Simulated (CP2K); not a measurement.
# AlPt (Pm-3m) in CP2K: reference runs

Aim: a first look at AlPt with PBEsol, on the cell as given and on a disturbed one.

Everything below comes from runs of CP2K 2026.2. Logs are shortened: lines on timing, memory, paths and dates and some standing lists are left out, and cuts for length are marked.

**1. The structure**

Symmetry: Pm-3m, No. 221, cubic system. The conventional cell has a = 3.092 Å, b = 3.092 Å, c = 3.092 Å, α = 90.00°, β = 90.00°, γ = 90.00°. Pt (site symmetry m-3m) is surrounded by 8 Al at 2.68 Å. Al (site symmetry m-3m) has 8 Pt at 2.68 Å as nearest neighbours.

Measurements of this composition are mostly on another form, of space group No. 198.

**2. Single point, PBEsol**

alpt_scf.inp reads:

```
&GLOBAL
  PROJECT alpt_scf
  RUN_TYPE ENERGY_FORCE
  PRINT_LEVEL LOW
&END GLOBAL
&FORCE_EVAL
  METHOD QS
  STRESS_TENSOR ANALYTICAL
  &DFT
    BASIS_SET_FILE_NAME BASIS_MOLOPT_UZH
    POTENTIAL_FILE_NAME POTENTIAL_UZH
    &MGRID
      CUTOFF 450
      REL_CUTOFF 60
      NGRIDS 5
    &END MGRID
    &QS
      METHOD GPW
      EPS_DEFAULT 1.0E-10
    &END QS
    &KPOINTS
      SCHEME MONKHORST-PACK 9 9 9
      GAMMA_CENTERED T
      SYMMETRY T
      SYMMETRY_BACKEND SPGLIB
    &END KPOINTS
    &SCF
      SCF_GUESS ATOMIC
      EPS_SCF 1.0E-6
      MAX_SCF 100
      ADDED_MOS 13
      CHOLESKY OFF
      EPS_EIGVAL 1.0E-7
      &DIAGONALIZATION ON
        ALGORITHM STANDARD
      &END DIAGONALIZATION
      &MIXING ON
        METHOD BROYDEN_MIXING
        ALPHA 0.4
        BETA 1.5
        NBUFFER 8
      &END MIXING
      &SMEAR ON
        METHOD FERMI_DIRAC
        ELECTRONIC_TEMPERATURE 580.23
      &END SMEAR
    &END SCF
    &XC
      &XC_FUNCTIONAL
        &GGA_X_PBE_SOL
        &END GGA_X_PBE_SOL
        &GGA_C_PBE_SOL
        &END GGA_C_PBE_SOL
      &END XC_FUNCTIONAL
    &END XC
    &PRINT
      &KPOINTS ON
      &END KPOINTS
      &MULLIKEN ON
      &END MULLIKEN
      &MO ON
        ENERGIES T
        OCCUPATION_NUMBERS T
        &EACH
          QS_SCF 0
        &END EACH
        ADD_LAST NUMERIC
      &END MO
      &LOWDIN ON
      &END LOWDIN
      &HIRSHFELD ON
        SHAPE_FUNCTION DENSITY
      &END HIRSHFELD
      &E_DENSITY_CUBE ON
        STRIDE 1
      &END E_DENSITY_CUBE
      &V_HARTREE_CUBE ON
        STRIDE 1
      &END V_HARTREE_CUBE
      &ELF_CUBE ON
        STRIDE 1
      &END ELF_CUBE
    &END PRINT
  &END DFT
  &SUBSYS
    &CELL
      A 3.0915460000 0.0000000000 0.0000000000
      B 0.0000000000 3.0915460000 0.0000000000
      C 0.0000000000 0.0000000000 3.0915460000
      PERIODIC XYZ
    &END CELL
    &COORD
      Pt  1.5457730000 1.5457730000 1.5457730000
      Al  0.0000000000 0.0000000000 0.0000000000
    &END COORD
    &KIND Pt
      BASIS_SET TZVP-MOLOPT-PBE-GTH-q18
      POTENTIAL GTH-PBE-q18
    &END KIND
    &KIND Al
      BASIS_SET TZVP-MOLOPT-PBE-GTH-q3
      POTENTIAL GTH-PBE-q3
    &END KIND
    &PRINT
      &ATOMIC_COORDINATES ON
      &END ATOMIC_COORDINATES
      &CELL ON
      &END CELL
    &END PRINT
  &END SUBSYS
  &PRINT
    &FORCES ON
    &END FORCES
    &STRESS_TENSOR ON
    &END STRESS_TENSOR
  &END PRINT
&END FORCE_EVAL
```

Potentials or basis: POTENTIAL_UZH Pt GTH-PBE-q18, Al GTH-PBE-q3; TZVP-MOLOPT-PBE-GTH basis.

Command:

```sh
> OMP_NUM_THREADS=1 cp2k.psmp -i alpt_scf.inp -o alpt_scf.out
```

alpt_scf.out:

```text

 CP2K| version string:                                       CP2K version 2026.2
 CP2K| Input file name                                              alpt_scf.inp

 GLOBAL| Force Environment number                                              1
 GLOBAL| Basis set file name                                    BASIS_MOLOPT_UZH
 GLOBAL| Potential file name                                       POTENTIAL_UZH
 GLOBAL| MM Potential file name                                     MM_POTENTIAL
 GLOBAL| Coordinate file name                                      __STD_INPUT__
 GLOBAL| Method name                                                        CP2K
 GLOBAL| Project name                                                   alpt_scf
 GLOBAL| Run type                                                   ENERGY_FORCE
 GLOBAL| FFT library                                                       FFTW3
[... 5 lines left out ...]
 GLOBAL| Global print level                                                  LOW
 GLOBAL| Total number of message passing processes                             1
 GLOBAL| Number of threads for this process                                    1
 GLOBAL| CPU model name                                                  UNKNOWN

 CELL| Volume [angstrom^3]:                                            29.547935
 CELL| Vector a [angstrom]:       3.092     0.000     0.000   |a| =     3.091546
 CELL| Vector b [angstrom]:       0.000     3.092     0.000   |b| =     3.091546
 CELL| Vector c [angstrom]:       0.000     0.000     3.092   |c| =     3.091546
 CELL| Angle (b,c), alpha [degree]:                                    90.000000
 CELL| Angle (a,c), beta  [degree]:                                    90.000000
 CELL| Angle (a,b), gamma [degree]:                                    90.000000
 CELL| Numerically orthorhombic:                                             YES
 CELL| Periodicity                                                           XYZ

 CELL_REF| Volume [angstrom^3]:                                        29.547935
 CELL_REF| Vector a [angstrom     3.092     0.000     0.000   |a| =     3.091546
 CELL_REF| Vector b [angstrom     0.000     3.092     0.000   |b| =     3.091546
 CELL_REF| Vector c [angstrom     0.000     0.000     3.092   |c| =     3.091546
 CELL_REF| Angle (b,c), alpha [degree]:                                90.000000
 CELL_REF| Angle (a,c), beta  [degree]:                                90.000000
 CELL_REF| Angle (a,b), gamma [degree]:                                90.000000
 CELL_REF| Numerically orthorhombic:                                         YES
 CELL_REF| Periodicity                                                       XYZ

[... 8 lines left out ...]
 TOTAL NUMBERS AND MAXIMUM NUMBERS

  Total number of            - Atomic kinds:                                   2
                             - Atoms:                                          2
                             - Shell sets:                                     2
                             - Shells:                                        18
                             - Primitive Cartesian functions:                 10
                             - Cartesian basis functions:                     59
                             - Spherical basis functions:                     52

  Maximum angular momentum of- Orbital basis functions:                        3
                             - Local part of the GTH pseudopotential:          2
                             - Non-local part of the GTH pseudopotential:      5

 MODULE QUICKSTEP: ATOMIC COORDINATES IN ANGSTROM

   Atom Kind Element         X             Y             Z       Z(eff)     Mass
      1    1 Pt   78      1.545773      1.545773      1.545773  18.0000 195.0840
      2    2 Al   13      0.000000      0.000000      0.000000   3.0000  26.9815

 SCF PARAMETERS         Density guess:                                    ATOMIC
                        --------------------------------------------------------
                        max_scf:                                             100
                        max_scf_history:                                       0
                        max_diis:                                              4
[... 5 lines left out ...]
                        --------------------------------------------------------
                        level_shift [a.u.]:                             0.000000
                        added MOs                                        13    0
                        --------------------------------------------------------
                        Mixing method:                            BROYDEN_MIXING
                                                charge density mixing in g-space
                        --------------------------------------------------------
                        Smear method:                                FERMI_DIRAC
                        Electronic temperature [K]:                        580.2
                        Electronic temperature [a.u.]:                  1.84E-03
                        Accuracy threshold:                             1.00E-10
                        --------------------------------------------------------
                        No outer SCF
[... 17 lines left out ...]
 BRILLOUIN|     4           0.03292       -0.44444       -0.44444       -0.11111
 BRILLOUIN|     5           0.01646       -0.44444       -0.44444        0.00000
 BRILLOUIN|     6           0.03292       -0.44444       -0.33333       -0.33333
[... 27 lines left out ...]
 BRILLOUIN|    34           0.00823       -0.11111        0.00000        0.00000
 BRILLOUIN|    35           0.00137        0.00000        0.00000        0.00000
 *******************************************************************************

 Extrapolation method: initial_guess

 Number of electrons:                                                         21
 Number of occupied orbitals:                                                 11
 Number of molecular orbitals:                                                24

 Number of orbital functions:                                                 52
 Number of independent orbital functions:                                     52

 SCF WAVEFUNCTION OPTIMIZATION

  Step     Update method      Time    Convergence         Total energy    Change
  ------------------------------------------------------------------------------
     1 NoMix/Diag. 0.40E+00    4.5     1.23044287      -122.7632161116 -1.23E+02
     2 Broy./Diag. 0.40E+00    3.2     0.09635868      -123.8486810153 -1.09E+00
     3 Broy./Diag. 0.40E+00    3.2     0.05440575      -122.8310258382  1.02E+00
     4 Broy./Diag. 0.40E+00    3.2     0.01361103      -122.2480226386  5.83E-01
     5 Broy./Diag. 0.40E+00    3.2     0.00461031      -122.2087661516  3.93E-02
     6 Broy./Diag. 0.40E+00    3.2     0.00983342      -122.2326597961 -2.39E-02
     7 Broy./Diag. 0.40E+00    3.2     0.00022813      -122.2323160620  3.44E-04
     8 Broy./Diag. 0.40E+00    3.2     0.00024006      -122.2296281362  2.69E-03
     9 Broy./Diag. 0.40E+00    3.2     0.00003269      -122.2302992760 -6.71E-04
    10 Broy./Diag. 0.40E+00    3.2     0.00003111      -122.2303068741 -7.60E-06
    11 Broy./Diag. 0.40E+00    3.2     0.00000091      -122.2302674190  3.95E-05

  *** SCF run converged in    11 steps ***

  Electronic density on regular grids:        -21.0000000000        0.0000000000
  Core density on regular grids:               20.9999999981       -0.0000000019
  Total charge density on r-space grids:       -0.0000000019
  Total charge density g-space grids:          -0.0000000019

  Overlap energy of the core charge distribution:               0.00000000000473
  Self energy of the core charge distribution:               -188.35210361129737
  Core Hamiltonian energy:                                     41.76006129393180
  Hartree energy:                                              36.82867279227636
  Exchange-correlation energy:                                -12.46664429189761
  Electronic entropic energy:                                  -0.00025360186827
  Fermi energy:                                                 0.46319954325356

  Total energy:                                              -122.23026741904461
  Total energy (extrapolated to T->0):                       -122.23014061811047

 MO| EIGENVALUES AND OCCUPATION NUMBERS FOR K POINT 1
 MO|
 MO|  Index      Eigenvalue [a.u.]        Eigenvalue [eV]             Occupation
 MO|      1              -3.156940             -85.904702               2.000000
 MO|      2              -1.494605             -40.670271               2.000000
 MO|      3              -1.494604             -40.670236               2.000000
 MO|      4              -1.494604             -40.670236               2.000000
 MO|      5               0.224618               6.112170               2.000000
 MO|      6               0.231513               6.299790               2.000000
[... 406 lines left out ...]
 MO|     23               1.429360              38.894861               0.000000
 MO|     24               1.464011              39.837778               0.000000
 MO| Sum:                                                              22.000000
 MO| E(Fermi):            0.463200 a.u.         12.604301 eV

 [... the levels of further k-points ...]

 The electron density is written in Cube    file format to the file:

 alpt_scf-ELECTRON_DENSITY-1_0.cube

 !-----------------------------------------------------------------------------!
                     Mulliken Population Analysis

 #  Atom  Element  Kind  Atomic population                           Net charge
       1     Pt       1         18.181832                             -0.181832
       2     Al       2          2.818168                              0.181832
 # Total charge                             21.000000                 -0.000000

 !-----------------------------------------------------------------------------!

 !-----------------------------------------------------------------------------!
                           Hirshfeld Charges

  #Atom  Element  Kind  Ref Charge     Population                    Net charge
      1       Pt     1      18.000         17.996                         0.004
      2       Al     2       3.000          3.004                        -0.004

  Total Charge                                                           -0.000
 !-----------------------------------------------------------------------------!

 LOWDIN POPULATION ANALYSIS

 #  Atom  Element  Kind  Atomic population                           Net charge
       1     Pt       1         18.824819                             -0.824819
       2     Al       2          2.175181                              0.824819
 # Total charge                             21.000000                 -0.000000

               ----- ELF is computed on the real space grid -----

 ELF is written in Cube    file format to the file:

 alpt_scf-ELF_S1-1_0.cube

 ENERGY| Total FORCE_EVAL ( QS ) energy [hartree]           -122.230266341395179

 FORCES| Atomic forces [hartree/bohr]
 FORCES|   Atom     x               y               z               |f|
 FORCES|      1  9.00529662E-10  9.00332298E-10  9.00469859E-10   1.55961466E-09
 FORCES|      2  1.21948748E-12  1.20720459E-12  1.17178805E-12   2.07787870E-12
 FORCES| Sum     9.01749149E-10  9.01539503E-10  9.01641647E-10
 FORCES| Total atomic force                                       1.56169224E-09

 STRESS| Analytical stress tensor [bar]
 STRESS|                        x                   y                   z
 STRESS|      x       -4.55423447812E+04   1.14384348574E-04   1.14323728391E-04
 STRESS|      y        1.14384348574E-04  -4.55423447810E+04   1.14299727503E-04
 STRESS|      z        1.14323728391E-04   1.14299727503E-04  -4.55423447809E+04
 STRESS| 1/3 Trace                                            -4.55423447811E+04
 STRESS| Determinant                                          -9.44596126803E+13

 STRESS| Eigenvectors and eigenvalues of the analytical stress tensor [bar]
 STRESS|                        1                   2                   3
 STRESS| Eigenvalues  -4.55423448955E+04  -4.55423448953E+04  -4.55423445524E+04
 STRESS|      x           0.707333456792     -0.407854124310      0.577351187914
 STRESS|      y          -0.706879777552     -0.408809811103      0.577230905647
 STRESS|      z          -0.000600824524      0.816412611141      0.577468689524
```

Wall time 48 s (1 thread of Arm Neoverse V2, shared host); peak memory 0.3 GiB.

What came out:

- Free energy: -3326.0547 eV
- Pressure: -4.6 GPa
- Band gap on the k mesh: none (metal or under the smearing width)
- Mulliken charges: Pt -0.18; Al +0.18 e

Caveat: Mulliken charges move with the basis; the potentials were made for another functional, which shifts forces and pressure; the basis of atomic orbitals isn't converged, which shifts pressures, moduli and gaps.

[end of part 1 of 2]
